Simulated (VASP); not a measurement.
Here is a VASP 6.6.1 calculation.

The input INCAR:

```
ALGO = Normal
EDIFF = 1E-6
ENCUT = 520
GGA = PS
ISIF = 2
ISMEAR = -5
ISPIN = 2
LASPH = T
LCHARG = T
LDAU = T
LDAUJ = 0 0
LDAUL = -1 2
LDAUPRINT = 1
LDAUTYPE = 2
LDAUU = 0 5.3
LELF = T
LMAXMIX = 4
LORBIT = 11
LREAL = F
LVHAR = T
LWAVE = F
MAGMOM = 0 2
NELM = 100
PREC = Accurate
SIGMA = 0.05
```

Contents of KPOINTS:

```
k-points
0
Gamma
  9 9 9
```

File POSCAR:

```
GaCo
1.0
    2.8780000000      0.0000000000      0.0000000000
    0.0000000000      2.8780000000      0.0000000000
    0.0000000000      0.0000000000      2.8780000000
Ga Co
1 1
Direct
    0.4990080000      0.5029100000      0.4992550000
    0.0019730000      0.0110420000     -0.0040430000
```

Potentials or basis: VASP PAW PBE potentials, release 64 (Ga_d, Co).

Launch:

```sh
$ cat potpaw_PBE.64/Ga_d/POTCAR potpaw_PBE.64/Co/POTCAR > POTCAR
$ mpirun -np 1 vasp_std > vasp.out
```

Q: What does it give for the band gap on the k mesh?

A: None (metal or under the smearing width).

Q: Estimate the site moments.

A: Ga -0.07; Co +1.62 μB.

Q: Predict the largest force.

A: 0.161 eV/Å.

Q: What does it give for the net moment?

A: 1.52 μB per cell.

Eigenvalues of the final occupation matrices:
```tsv
site	spin	trace	eigenvalues
site 2 d	1	4.59	0.90 0.90 0.90 0.95 0.95
site 2 d	2	2.97	0.17 0.18 0.87 0.88 0.88
```

Caveat: the PAW data sets were made with another functional, which shifts forces and pressure a little; the U is typed as a test and isn't derived for this compound; tetrahedron occupations give inexact forces and stress in metals. The state reached can hang on the start; a lower one may exist.
